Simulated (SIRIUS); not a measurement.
GaN under changes of volume

One of the cells (11.537 Å³/atom); the others are scaled copies at fixed shape and fractional positions:

```
CELL_PARAMETERS angstrom
3.20106 0.00000 0.00000
-1.60053 2.77220 0.00000
0.00000 0.00000 5.20021
ATOMIC_POSITIONS crystal
Ga 0.66667 0.33333 0.50000
Ga 0.33333 0.66667 0.00000
N 0.66667 0.33333 0.87500
N 0.33333 0.66667 0.37500
```

```yaml
Program: SIRIUS 7.12.0
Functional: PBE
Potentials_or_basis: all-electron FP-LAPW
Cutoff: 335 eV
Basis: apw+lo standard
k_mesh: 10 × 10 × 5
Occupations: fermi-dirac, width 0.05 eV
Spin: no spin polarisation
```

```tsv
volume (Å³/atom)	energy over the lowest point (meV/atom)	gap on the mesh (eV)
10.632	68.72	2.40
10.858	42.11	2.26
11.084	?	?
11.537	2.15	1.85
11.763	0.00	1.72
11.989	2.45	1.60
```

Question: What does the run at 11.084 Å³/atom give?

Answer: Energy over the lowest point 22.62 meV/atom; gap on the mesh 2.12 eV.

Worked out: A Birch-Murnaghan fit of order 3 (a polynomial in V^(-2/3)) to the other rows has its minimum at 11.75 Å³/atom with B0 = V·E''(V) = 172 GPa and B' = 4.5 at fixed shape and positions, which overstates the stiffness. It gives 22.62 meV/atom at 11.084 Å³/atom, against the run's 22.62. A straight line through the other rows of the gap, of slope -6.69 eV per unit of ln V (its deformation potential), gives 2.12 eV, against the run's 2.12.

Energies are extrapolated to zero smearing.

Spin-orbit coupling on Ga is left out.
